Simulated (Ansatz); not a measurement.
LiI (rock salt)

```xyz
2
Lattice="0.0000 3.0095 3.0095 3.0095 0.0000 3.0095 3.0095 3.0095 0.0000" Properties=species:S:1:pos:R:3 pbc="T T T"
I      0.0000     0.0000     0.0000
Li     3.0095     3.0095     3.0095
```

The atoms are displaced by Q × the pattern below (from a DFPT mode at Γ, largest move 1; Q in Å), at fixed cell. It is one choice among 3 degenerate patterns.

```json
[
 {"atom": "I1", "x": "0.000", "y": "0.000", "z": "0.055"},
 {"atom": "Li2", "x": "0.000", "y": "0.000", "z": "-1.000"}
]
```

Level of theory: PBE (plane waves to 420 eV, PAW, scalar-relativistic; Ansatz, a quantum-chemistry and plane-wave program). k mesh 10×10×10 (Γ-centred), Fermi-Dirac smearing 0.05 eV. LiI was relaxed with its symmetry unable to fall. Spin-orbit coupling is left out, though I is heavy. 

```json
[
 {"Q (Å)": "-0.180", "−dE/dQ from forces (eV/Å)": "0.094"},
 {"Q (Å)": "-0.150", "−dE/dQ from forces (eV/Å)": "0.071"},
 {"Q (Å)": "-0.120", "−dE/dQ from forces (eV/Å)": "0.053"},
 {"Q (Å)": "-0.090", "−dE/dQ from forces (eV/Å)": "0.037"},
 {"Q (Å)": "-0.060", "−dE/dQ from forces (eV/Å)": "0.023"},
 {"Q (Å)": "-0.030", "−dE/dQ from forces (eV/Å)": "0.011"},
 {"Q (Å)": "0.000", "−dE/dQ from forces (eV/Å)": "0.000"},
 {"Q (Å)": "0.030", "−dE/dQ from forces (eV/Å)": "-0.011"},
 {"Q (Å)": "0.060", "−dE/dQ from forces (eV/Å)": "-0.023"},
 {"Q (Å)": "0.090", "−dE/dQ from forces (eV/Å)": "-0.037"},
 {"Q (Å)": "0.120", "−dE/dQ from forces (eV/Å)": "-0.053"},
 {"Q (Å)": "0.150", "−dE/dQ from forces (eV/Å)": "-0.071"},
 {"Q (Å)": "0.180", "−dE/dQ from forces (eV/Å)": "-0.094"}
]
```

### Question
What harmonic wavenumber does the curvature at Q = 0 give?

### Answer
118 cm⁻¹. E″ = 0.37 eV/Å², M = Σ mᵢ|uᵢ|² = 7.3 u, ν̃ = 521.5·√(|E″|/M).

(For displaced atoms, the force is minus the slope of the energy, and its curvature is a force constant, which sets phonon frequencies.)
